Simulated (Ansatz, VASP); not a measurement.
# Two plane-wave programs on Cd

Contents of INCAR:

```
SYSTEM = Cd
PREC = Accurate
ENCUT = 520
EDIFF = 1E-6
ISMEAR = 0
SIGMA = 0.15
LREAL = .FALSE.
LASPH = .TRUE.
NELM = 100
ALGO = Normal
ISIF = 2
LWAVE = .FALSE.
LCHARG = .TRUE.
GGA = PS
LELF = .TRUE.
LVHAR = .TRUE.
NBANDS = 12
```

KPOINTS

```
regular mesh
0
G
  20 20 20
  0 0 0
```

POSCAR

```
Cd
1.0
   -1.8836501953      1.8836501953      1.6011026660
    1.8836501953     -1.8836501953      1.6011026660
    1.8836501953      1.8836501953     -1.6011026660
Cd
1
Direct
    0.0000000000      0.0000000000      0.0000000000
```

Input for Ansatz:

```yaml
crystal:
  lattice:
    - [-1.8836501953, 1.8836501953, 1.601102666]
    - [1.8836501953, -1.8836501953, 1.601102666]
    - [1.8836501953, 1.8836501953, -1.601102666]
  atoms:
    - { symbol: Cd, position: [0.0, 0.0, 0.0] }
basis:
  ecutwfc: 420
kpoints:
  mp_grid: { grid: [20, 20, 20] }
hamiltonian:
  xc: pbesol
scf:
  occupations: { method: gaussian, width: 0.15 }
output:
  forces: true
  stress: true
  eigenvalues: true
```

Alike in both runs: task single point; functional PBEsol; k mesh 20 × 20 × 20; occupations gaussian, width 0.15 eV; no spin polarisation.

|  | VASP | Ansatz |
| --- | --- | --- |
| version | VASP 6.6.1 | Ansatz 0.2.0 |
| potentials or method | VASP PAW PBE potentials, release 64 (Cd) | scalar-relativistic, plane waves, PAW |
| plane-wave cutoff (eV) | 520 | 420 |
| valence electrons in the cell | 12 | 20 |

```csv
,VASP,Ansatz,Ansatz less VASP
gap on the k mesh at the Fermi level (eV),none,none,-
pressure (GPa),-3.1,-3.4,-0.24
largest component of the traceless stress (GPa),2.37,2.39,+0.021
```

A gap of «none» marks a metal or a gap that the smearing closes. The two sets of potentials don't hold the same shells in valence.

Caveats: the PAW data sets were made with another functional, which shifts forces and pressure a little (VASP).
